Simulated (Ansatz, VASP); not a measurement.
Two plane-wave programs on SnO2

```
CELL_PARAMETERS angstrom
4.72072 0.00000 0.00000
0.00000 4.72072 0.00000
0.00000 0.00000 3.18876
ATOMIC_POSITIONS crystal
Sn 0.00000 0.00000 0.97366
Sn 0.50000 0.50000 0.52634
O 0.21653 0.39568 0.01533
O 0.28347 0.89568 0.48467
O 0.78347 0.60432 0.01533
O 0.71653 0.10432 0.48467
```

Change from the starting cell: mode 4 frozen in at -0.598 Å and mode 5 at -0.084 Å (largest displacements).

Alike in both runs: task single point; functional LDA; k mesh 6 × 6 × 8; occupations gaussian, width 0.05 eV; no spin polarisation.

|  | VASP | Ansatz |
| --- | --- | --- |
| version | VASP 6.6.1 | Ansatz 0.2.0 |
| potentials or method | VASP PAW LDA potentials, release 64 (Sn_d, O) | scalar-relativistic, plane waves, PAW |
| plane-wave cutoff (eV) | 520 | 520 |
| valence electrons in the cell | 52 | 52 |

```tsv
	VASP	Ansatz	Ansatz less VASP
gap on the k mesh at the Fermi level (eV)	0.44	0.44	+0.001
least direct gap on the mesh (eV)	0.46	0.46	-0.001
pressure (GPa)	-8.7	-9.7	-1.01
largest component of the traceless stress (GPa)	3.51	3.71	+0.199
rms of the force components (eV/Å)	1.151	1.165	+0.0136
```

Atom by atom the forces differ by 0.017 eV/Å (rms over components). Ansatz warned: «pseudo_functional_mismatch».

Caveats: spin-orbit coupling is left out, which moves the levels of the heavy elements; forces of over 1 eV/Å show positions far from the minimum, so gaps and moduli don't describe the material at rest.
